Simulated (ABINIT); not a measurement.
Crystal: Si2Mo.

```
CELL_PARAMETERS angstrom
-1.60000 1.60000 3.93050
1.60000 -1.60000 3.93050
1.60000 1.60000 -3.93050
ATOMIC_POSITIONS crystal
Mo 0.00000 0.00000 0.00000
Si 0.66700 0.66700 0.00000
Si 0.33300 0.33300 0.00000
```

| Property | Result |
| --- | --- |
| Program | ABINIT 10.8.3 (patched build) |
| Task | relaxation of cell and atoms |
| Functional | r2SCAN |
| Potentials or basis | JTH PAW PBE v2.0 |
| Cutoff | 490 eV |
| k mesh | 10 × 10 × 10 |
| Occupations | fermi-dirac, width 0.05 eV |
| Spin | no spin polarisation |

At the start: pressure -1.0 GPa; volume 13.42 Å³/atom.

Question: How do energy, volume and symmetry change on relaxing?

Answer: Over 8 steps the energy falls by 3.1 meV/atom and the volume is 13.38 Å³/atom (-0.2 %); space group I4/mmm (No. 139, to 0.05 Å).

Step by step:
```tsv
step	energy change (eV)	largest force (eV/Å)	pressure (GPa)	volume (Å³)
1	0.0000	0.3804	-1.04	40.25
2	-0.0042	0.3004	-0.23	40.12
3	-0.0080	0.1054	0.74	40.00
4	-0.0087	0.0531	0.42	40.07
5	-0.0091	0.0068	-0.03	40.15
6	-0.0092	0.0019	-0.07	40.16
7	-0.0092	0.0001	-0.02	40.15
8	-0.0092	0.0001	0.01	40.15
```

Final structure:
```xyz
3
Lattice="-1.6021 1.6021 3.9106 1.6021 -1.6021 3.9106 1.6021 1.6021 -3.9106" Properties=species:S:1:pos:R:3 pbc="T T T"
Mo    0.0000    0.0000    0.0000
Si    0.0000    0.0000    5.1975
Si    0.0000    0.0000    2.6237
```

Caveat: the PAW data sets were made with another functional, which shifts forces and pressure a little.
